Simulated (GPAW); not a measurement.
A calculation with GPAW 26.7.0 of SiC (Moissanite) (ASE script, structure typed inline):

File run.py:

```python
from ase import Atoms
from ase.dft.bandgap import bandgap
from ase.io import write
from ase.units import Bohr, GPa
from gpaw import GPAW, PW
from gpaw.elf import elf_from_dft_calculation

atoms = Atoms(['Si', 'Si', 'C', 'C'],
              cell=[[3.076, 0.0, 0.0],
                    [-1.538, 2.663894142, 0.0],
                    [0.0, 0.0, 5.048]],
              scaled_positions=[[0.6666666667, 0.3333333333, 0.5],
                                [0.3333333333, 0.6666666667, 0.0],
                                [0.6666666667, 0.3333333333, 0.885],
                                [0.3333333333, 0.6666666667, 0.385]],
              pbc=True)

calc = GPAW(mode=PW(800),
            xc='PBE',
            kpts={'size': (10, 10, 5), 'gamma': True},
            occupations={'name': 'fermi-dirac', 'width': 0.05},
            nbands=18,
            convergence={'density': 1e-05, 'energy': 1e-05},
            maxiter=150,
            txt='gpaw.txt')
atoms.calc = calc
energy = atoms.get_potential_energy()
forces = atoms.get_forces()
stress = atoms.get_stress()
calc.write('gs.gpw')
write('result.traj', atoms)
print(f'Energy: {energy:.6f} eV')
print('Forces (eV/A):')
print(forces.round(4))
print('Stress (GPa):', (stress / GPa).round(3))
print('Fermi level:', round(calc.get_fermi_level(), 4), 'eV')
print(f'Gap: {bandgap(calc)[0]:.4f} eV, direct: {bandgap(calc, direct=True)[0]:.4f} eV')

# fields on the real-space grid
write('density.cube', atoms, data=calc.get_pseudo_density() * Bohr**3)
write('potential.cube', atoms, data=calc.get_electrostatic_potential())
write('elf.cube', atoms, data=elf_from_dft_calculation(calc).data)
```

Potentials or basis: GPAW PAW data sets (gpaw-data 1.2.1), pw.

Run with:

```bash
$ OMP_NUM_THREADS=1 python run.py
```

Problem. Write the same calculation in another form: cli, structure from a POSCAR.

Solution. As run:

Contents of POSCAR:

```
SiC
1.0
    3.0760000000      0.0000000000      0.0000000000
   -1.5380000000      2.6638941420      0.0000000000
    0.0000000000      0.0000000000      5.0480000000
Si C
2 2
Direct
    0.6666666667      0.3333333333      0.5000000000
    0.3333333333      0.6666666667      0.0000000000
    0.6666666667      0.3333333333      0.8850000000
    0.3333333333      0.6666666667      0.3850000000
```

Potentials or basis: GPAW PAW data sets (gpaw-data 1.2.1), pw.

Run with:

```console
$ OMP_NUM_THREADS=1 gpaw run POSCAR -p 'mode=PW(800),xc=PBE,kpts={size:(10,10,5),gamma:True},occupations={name:fermi-dirac,width:0.05},nbands=18,convergence={density:1e-05,energy:1e-05},maxiter=150,txt=gpaw.txt' --properties efs -w gs.gpw
```

Both were run:

|  | ASE script, structure typed inline | cli, structure from a POSCAR |
| --- | --- | --- |
| Pressure | 5.0 GPa | 5.0 GPa |
| Largest force | 0.770 eV/Å | 0.770 eV/Å |
| Band gap on the k mesh | 2.47 eV, indirect (least direct gap 4.07 eV) | 2.47 eV, indirect (least direct gap 4.07 eV) |

Keys that steer only the numerical path or the files written may differ.

Caveat: an odd mesh through Γ misses points on the zone boundary, where band edges often lie.
